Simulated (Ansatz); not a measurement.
# Al(111) / 1 layer Ru(0001) / Al(111): resistance against film thickness, part 2 of 2

Aim: what a thin film of another metal adds to the resistance, first Al(111) / 1 layer Ru(0001) / Al(111).

Ansatz 0.2.0; Ansatz plane-wave DFT, PBE, PAW files; ballistic transport by layer matching (Landauer), zero bias; PAW set soft_1.

So far. Step 5 (With 7 layers, k-mesh 15×15×1, film layers 7): The conductance of the junction is 2.3e14 S/m², 0.56 % under the 2.4e14 S/m² of the last finished run, within the error estimates, leads' steps apart, of 14 and 12 %. The estimate from the leads' steps, 34 %, is larger still.

## Step 6: With 9 layers, k-mesh 15×15×1, film layers 9

The stack now holds 9 film layers; the k-mesh follows the cell, and the energies span -0.27 to 0.27 eV.

System of this step: Al(111) / 9 layers Ru(0001) / Al(111). The cell holds 17 atoms: 8 Al and 9 Ru. Its edges and angles: a = 2.862 Å, b = 2.862 Å, c = 35.915 Å, α = 90.0°, β = 90.0°, γ = 120.0°. It derives from Al and Ru. Regions: lead, 8 atoms (8 Al); films, 9 atoms (9 Ru). The structure is stacked along c, and the current runs across the ab planes.

The input, input.yaml:

```yaml
crystal:
  lattice:
    - [2.862347037, 0.0, 0.0]
    - [-1.4311735185, 2.4788652485, 0.0]
    - [0.0, 0.0, 35.9152935438]
  atoms:
    - { symbol: Al, position: [0.0, 0.0, 0.0325362309] }
    - { symbol: Al, position: [0.3333333333, 0.6666666667, 0.0976086928] }
    - { symbol: Al, position: [0.6666666667, 0.3333333333, 0.1626811546] }
    - { symbol: Al, position: [0.0, 0.0, 0.2277536165] }
    - { symbol: Ru, position: [0.3333333333, 0.6666666667, 0.2869243088] }
    - { symbol: Ru, position: [0.6666666667, 0.3333333333, 0.3401932316] }
    - { symbol: Ru, position: [0.3333333333, 0.6666666667, 0.3934621544] }
    - { symbol: Ru, position: [0.6666666667, 0.3333333333, 0.4467310772] }
    - { symbol: Ru, position: [0.3333333333, 0.6666666667, 0.5] }
    - { symbol: Ru, position: [0.6666666667, 0.3333333333, 0.5532689228] }
    - { symbol: Ru, position: [0.3333333333, 0.6666666667, 0.6065378456] }
    - { symbol: Ru, position: [0.6666666667, 0.3333333333, 0.6598067684] }
    - { symbol: Ru, position: [0.3333333333, 0.6666666667, 0.7130756912] }
    - { symbol: Al, position: [0.6666666667, 0.3333333333, 0.7722463835] }
    - { symbol: Al, position: [0.0, 0.0, 0.8373188454] }
    - { symbol: Al, position: [0.3333333333, 0.6666666667, 0.9023913072] }
    - { symbol: Al, position: [0.6666666667, 0.3333333333, 0.9674637691] }
kpoints:
  mp_grid: { grid: [15, 15, 1] }
hamiltonian:
  xc: pbe
  pseudopotentials: { kind: paw, azcp: { folder: soft_1 } }
scf:
  occupations: { method: fermi_dirac, width: 0.1 }
output:
  transmission:
    leads: [[0, 1]]
    kmesh: [30, 30]
    e_range: [-0.27, 0.27]
    de: 0.036
  write_potential: true
  write_density: true
  volumetric_format: npy
```

Run with:

```console
$ ansatz run input.yaml --threads 4 --pin off --max-ram 15360MiB --backend cpu --events-out ev --progress --plain --runs-dir out
```

The job ended after 86 s (4 threads of Arm Neoverse V1, shared host; peak memory 1.1 GiB; 5.2 min of CPU time).

Numbers from this step:

```yaml
free_energy: -57207.0884 eV
energy_at_zero_smearing: -57206.9008 eV
fermi_energy: 15.31 eV
step_of_the_lead_s_potential: 15.9 meV
estimated_errors_of_the_lead_s_conductance: 0, 3.8, 0.3 % (band edges, k-mesh, distance from neutral)
lead_conductance_per_cell: 1.352 G₀
conductance_of_the_junction: 2.84e14 S/m²
junction_conductance_per_cell: 0.2599 G₀
estimated_errors_of_the_junction_s_conductance: 0.7, 0, 11.3, 36.7, 4 % (energy step, band edges, k-mesh, leads' steps, distance from neutral)
area_resistance_that_the_stack_adds_contact_term_taken_off_spin_by_spin: 2.847 fΩ m²
```

Per spin. Transmission, zone mean against energy, zero at the Fermi level:

| energy (eV) | transmission, zone mean |
| --- | --- |
| -0.270 | 0.276 |
| -0.234 | 0.259 |
| -0.198 | 0.278 |
| -0.162 | 0.289 |
| -0.126 | 0.304 |
| -0.090 | 0.271 |
| -0.054 | 0.292 |
| -0.018 | 0.276 |
| 0.018 | 0.246 |
| 0.054 | 0.214 |
| 0.090 | 0.189 |
| 0.126 | 0.185 |
| 0.162 | 0.219 |
| 0.198 | 0.242 |
| 0.234 | 0.265 |
| 0.270 | 0.250 |

The conductance of the junction is 2.8e14 S/m², 21 % over the 2.3e14 S/m² of the last finished run, no more than the error estimates, leads' steps apart, of 12 and 11 % together. The estimate from the leads' steps, 37 %, is larger still.

## Step 7: Cost and result by level

Times are for 4 threads of Arm Neoverse V1, shared host. The series side by side:

| no. | film layers | area resistance that the stack adds (contact term taken off, spin by spin) (fΩ m²) | conductance of the junction (S/m²) | time | memory (GiB) |
| --- | --- | --- | --- | --- | --- |
| 1 | 1 | 0.3316 | 9.90e14 | 62 s | 0.52 |
| 2 | 3 | 2.644 | 3.01e14 | 36 s | 0.52 |
| 3 | 5 | 3.566 | 2.36e14 | 50 s | 0.71 |
| 4 | 7 | 3.589 | 2.34e14 | 68 s | 0.88 |
| 5 | 9 | 2.847 | 2.84e14 | 86 s | 1.1 |

## Step 8: With 3 layers

The same run once more with an input made wrong on purpose.

This step: Ansatz plane-wave DFT, PBE, PAW files; ballistic transport by layer matching (Landauer), zero bias; changed: output.transmission.temperature = 0, scf.max_iter = 60 (Ansatz 0.2.0).

System of this step: Al(111) / 3 layers Ru(0001) / Al(111). The cell holds 11 atoms: 8 Al and 3 Ru. Cell: a = 2.862 Å, b = 2.862 Å, c = 24.436 Å, α = 90.0°, β = 90.0°, γ = 120.0°. It derives from Al and Ru. Regions: lead, 8 atoms (8 Al); films, 3 atoms (3 Ru). The structure is stacked along c, and the current runs across the ab planes.

The input, input.yaml:

```yaml
crystal:
  lattice:
    - [2.862347037, 0.0, 0.0]
    - [-1.4311735185, 2.4788652485, 0.0]
    - [0.0, 0.0, 24.4362795502]
  atoms:
    - { symbol: Al, position: [0.0, 0.0, 0.0478202208] }
    - { symbol: Al, position: [0.3333333333, 0.6666666667, 0.1434606625] }
    - { symbol: Al, position: [0.6666666667, 0.3333333333, 0.2391011042] }
    - { symbol: Al, position: [0.0, 0.0, 0.3347415459] }
    - { symbol: Ru, position: [0.3333333333, 0.6666666667, 0.4217078445] }
    - { symbol: Ru, position: [0.6666666667, 0.3333333333, 0.5] }
    - { symbol: Ru, position: [0.3333333333, 0.6666666667, 0.5782921555] }
    - { symbol: Al, position: [0.6666666667, 0.3333333333, 0.6652584541] }
    - { symbol: Al, position: [0.0, 0.0, 0.7608988958] }
    - { symbol: Al, position: [0.3333333333, 0.6666666667, 0.8565393375] }
    - { symbol: Al, position: [0.6666666667, 0.3333333333, 0.9521797792] }
kpoints:
  mp_grid: { grid: [15, 15, 1] }
hamiltonian:
  xc: pbe
  pseudopotentials: { kind: paw, azcp: { folder: soft_1 } }
scf:
  occupations: { method: fermi_dirac, width: 0.1 }
  max_iter: 60
output:
  transmission:
    leads: [[0, 1]]
    kmesh: [30, 30]
    e_range: [-0.27, 0.27]
    de: 0.036
    temperature: 0
  write_potential: true
  write_density: true
  volumetric_format: npy
```

Elapsed: 0.05 s, on 4 threads; peak memory 0.06 GiB.

The program refused the input before any cycle.

The program's message: “Error: invalid value for `output.transmission.temperature`: must be finite and ≥ 1.2; got 0 K”

The change that led to it: output.transmission.temperature = 0.

## Step 9: Summary of results

| Quantity | Value |
| --- | --- |
| area resistance, 1 layer | 0.332 fΩ m² |
| area resistance, 3 layers | 2.64 fΩ m² |
| area resistance, 5 layers | 3.57 fΩ m² |
| area resistance, 7 layers | 3.59 fΩ m² |
| area resistance, 9 layers | 2.85 fΩ m² |

**Reading.** The stack adds 0.33 fΩ m² with 1 layer and 2.8 fΩ m² with 9. From 3 layers on no step exceeds the two runs' error estimates together, as expected where only the two interfaces scatter; half the mean, 1.6 fΩ m², is a rough coherent figure for one interface. Atoms sit on ideal sites and aren't relaxed. The program's error estimates for the conductances, leads' steps apart, run from 2.6 to 14 %. The program's estimate of the error from the leads' steps alone runs to 37 %, although the steps are small; only longer leads would test it. Ru(0001) is stretched by 5.8 % in plane to fit Al(111).

[Logs are printed without paths, hosts, clocks, repeated set-up lines and the standing remarks that a program may print on its own settings, such as how far it seeks lower states.]

[Hosts, paths, dates, database ids (printed as entryN), source tags and the programs' standing remarks are cut or masked in the printed files.]
